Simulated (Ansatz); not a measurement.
Runs of Ansatz 0.2.0 on Ag. The typed cell holds 1 atom: a = 2.819 Å, b = 2.883 Å, c = 2.861 Å, α = 109.89°, β = 107.88°, γ = 109.47°. This isn't the form of Ag at room conditions, which is fcc.

| task | level | spin | cell | k mesh | points for each segment of the path | gap on the mesh (eV) | pressure (GPa) | relaxed volume (Å³/atom) |
| --- | --- | --- | --- | --- | --- | --- | --- | --- |
| single point | HSE06 | SOC, no magnetisation | cell sheared at random, sigma 0.01, atoms nudged by 0.01 Å | 5 × 5 × 5 | - | none | (b) | - |
| relaxation of cell and atoms | PBEsol0 | off | relaxed from: cell sheared at random, sigma 0.01, atoms nudged by 0.01 Å | 6 × 6 × 6 | - | none | 0.0 | 17.14 |
| single point | PBEsol0 | off | cell sheared at random, sigma 0.01, atoms nudged by 0.01 Å | 6 × 6 × 6 | - | none | -5.5 | - |
| band structure | HSE06 | off | cell sheared at random, sigma 0.01, atoms nudged by 0.01 Å | 6 × 6 × 6 | 4 | none | -0.5 | - |
| single point | B3LYP | off | cell sheared at random, sigma 0.01, atoms nudged by 0.01 Å | 6 × 6 × 6 | - | none | 4.8 | - |
| band structure | HSE03 | off | cell sheared at random, sigma 0.01, atoms nudged by 0.01 Å | 6 × 6 × 6 | 4 | none | (a) | - |
| relaxation of cell and atoms | B3LYP | off | relaxed from: cell sheared at random, sigma 0.01, atoms nudged by 0.01 Å | 6 × 6 × 6 | - | none | 0.0 | 19.37 |
| relaxation of cell and atoms | HSE06 | off | relaxed from: cell sheared at random, sigma 0.01, atoms nudged by 0.01 Å | 6 × 6 × 6 | - | none | 0.0 | 18.12 |

Alike in all rows: potentials or basis Ansatz PAW; cutoff (eV) 420; smearing fermi-dirac 0.05 eV; the mesh is coarse, so values aren't converged.

**Question.** Fill in the values left out.

**Answer.** (a) -0.4; (b) -1.9.

Caveats: all runs use coarse meshes; the PAW data sets come from PBE, with cores solved anew for the run's functional, which leaves a small shift of forces and pressure; the thresholds are loose for stress (some runs); the plane-wave basis is chosen anew once the cell has moved, so the energies of steps on either side of that aren't comparable (some runs).

A k mesh can miss the band edges, and rows without SOC leave out spin-orbit coupling on Ag.

A gap of «none» marks a metal or a gap under the smearing width.
